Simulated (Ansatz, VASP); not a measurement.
## Two plane-wave programs on As

INCAR

```
SYSTEM = As
PREC     = Accurate       ! precision mode
ENCUT    = 520            ! plane-wave cutoff, eV
EDIFF    = 1E-6           ! SCF threshold, eV
ISMEAR   = -1             ! smearing method
SIGMA    = 0.1            ! smearing width, eV
LREAL    = .FALSE.        ! projectors in reciprocal space
LASPH    = .TRUE.         ! aspherical terms in the spheres
NELM     = 100            ! most SCF steps
ALGO     = Normal         ! electronic algorithm
ISIF     = 2              ! what is computed and relaxed
LWAVE    = .FALSE.        ! write WAVECAR
LCHARG   = .TRUE.         ! write CHGCAR
GGA      = RE             ! functional
LELF     = .TRUE.         ! ELF
LVHAR    = .TRUE.       
NBANDS   = 12             ! bands
```

File KPOINTS:

```
regular mesh
0
G
  10 10 10
  0 0 0
```

Contents of POSCAR:

```
As
1.0
    0.0000000000      3.0408091980      3.0408091980
    3.0408091980      0.0000000000      3.0408091980
    3.0408091980      3.0408091980      0.0000000000
As
2
Direct
    0.1250000000      0.1250000000      0.1250000000
    0.8750000000      0.8750000000      0.8750000000
```

Input for Ansatz:

```yaml
crystal:
  lattice:
    - [0.0, 3.040809198, 3.040809198]
    - [3.040809198, 0.0, 3.040809198]
    - [3.040809198, 3.040809198, 0.0]
  atoms:
    - { symbol: As, position: [0.125, 0.125, 0.125] }
    - { symbol: As, position: [0.875, 0.875, 0.875] }
hamiltonian:
  xc: revpbe
  pseudopotentials:
    kind: paw
    azcp:
      As: "pseudopotentials/As.paw.azcp"
basis:
  ecutwfc: 420
  fft_grid_basis: typed
kpoints:
  mp_grid: { grid: [10, 10, 10], shift: [0, 0, 0] }
magnetization:
  spin_polarized: false
scf:
  occupations: { method: fermi_dirac, width: 0.1 }
  lower_state_search: "off"
output:
  stress: true
```

Alike in both runs: task single point; functional revPBE; k mesh 10 × 10 × 10; occupations fermi-dirac, width 0.1 eV; no spin polarisation.

|  | VASP | Ansatz |
| --- | --- | --- |
| version | VASP 6.6.1 | Ansatz 0.2.0 |
| potentials or method | VASP PAW PBE potentials, release 64 (As) | plane waves (420 eV) with PAW, scalar-relativistic |
| plane-wave cutoff (eV) | 520 | 420 |
| valence electrons in the cell | 10 | 30 |

|  | VASP | Ansatz | Ansatz less VASP |
| --- | --- | --- | --- |
| pressure (GPa) | 1.8 | 1.7 | -0.10 |

The two sets of potentials don't hold the same shells in valence.

Caveats: the PAW data sets were made with another functional, which shifts forces and pressure a little (VASP).
